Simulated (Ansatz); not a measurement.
## Strain response of Rb

The calculation used DFT PBEsol, scalar-relativistic, plane waves, PAW in Ansatz 0.2.0. Run with 420 eV cutoff, 12×12×4 k-mesh, Gaussian smearing of 0.10 eV, no spin polarisation.

Starting point, cell and atoms relaxed:

```xyz
4
Lattice="4.8387 0.0000 0.0000 0.0000 4.6950 0.0000 0.0000 0.0000 15.6762" Properties=species:S:1:pos:R:3 pbc="T T T"
Rb    1.2116    1.1737   13.8168
Rb    1.2078    3.5212    5.9787
Rb    3.6309    1.1737    9.6975
Rb    3.6271    3.5212    1.8594
```

Deformation: biaxial strain in the a-b plane, with the length and tilt of c and the atoms relaxed, all within the symmetry that the strain leaves. Energies are extrapolated to zero smearing. Stress is positive in compression, on the Cartesian axes of the cell above.

```
strain (%)  ΔE (meV/atom) a (Å) b (Å) c (Å)  σxx (GPa)  σyy (GPa)  σzz (GPa)
      -4.5            5.0  4.621  4.484  16.225       0.22       0.26       0.00
      -3.0            1.9  4.694  4.554  16.068       0.13       0.15       0.00
      -1.5            0.3  4.766  4.625  15.894       0.06       0.05       0.00
      +0.0            0.0  4.839  4.695  15.676       0.00      -0.03       0.01
      +1.5            0.8  4.911  4.765  15.535      -0.06      -0.11       0.01
      +3.0            2.6  4.984  4.836  15.394      -0.11      -0.17       0.00
      +4.5            5.4  5.056  4.906  15.253      -0.16      -0.23      -0.01
```

This form isn't the element's structure at ambient conditions.